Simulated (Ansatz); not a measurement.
## TiPbO3: reading a single point

```
Pb Ti O
1.0
     3.95114    3.95114    0.00000
     3.95114   -3.95114    0.00000
     0.00000    0.00000    4.23112
Pb Ti O
2 2 6
Direct
  0.00000 0.00000 0.00000
  0.50000 0.50000 0.00000
  0.00000 0.50000 0.54000
  0.50000 0.00000 0.54000
  0.00000 0.50000 0.11800
  0.50000 0.00000 0.11800
  0.25000 0.25000 0.62100
  0.75000 0.75000 0.62100
  0.25000 0.75000 0.62100
  0.75000 0.25000 0.62100
```

Method: PBE, with U_eff = 5.36 eV on Ti d (atomic projectors), no spin polarisation; PAW, plane waves to 420 eV, 5×5×6 Γ-centred mesh, fermi-dirac occupations (width 0.1 eV) (Ansatz 0.2.0), atoms fixed.

**Electronic structure.** The gap is 2.52 eV, indirect (the least direct gap found is 2.88 eV).
**Contacts.** Ti–O at 1.79 Å: least valence density 1.15 e/Å³ and ELF 0.37 there. Pb–O at 2.54 Å: least valence density 0.28 e/Å³ and ELF 0.15 there, a closed-shell (ionic or weak) contact. These are pseudo-fields; inside the PAW spheres they differ from the all-electron ones.
**Charges.** Bader charges in e: Ti +2.30, Pb +1.37, O -1.25 to -1.17. In the mean Ti gives up most and O takes most.
**Band edges.** Within 0.7 eV of the edges, the states project mainly on O p (82 %) below the gap and on Ti d (83 %) above it.
**Forces.** The largest is on Pb1 (and as large on other atoms): 0.20 eV/Å, components (0.00, 0.00, -0.20). It makes 51° with the line to a nearest neighbour, O7 at 2.54 Å.
**Stress.** The pressure is 1.3 GPa (compression positive), so with the atoms held at these fractions the cell would first expand.

Origin: a database entry at a rescaled volume. Caveats: no spin-orbit coupling, which can shift this gap by tenths of an eV.
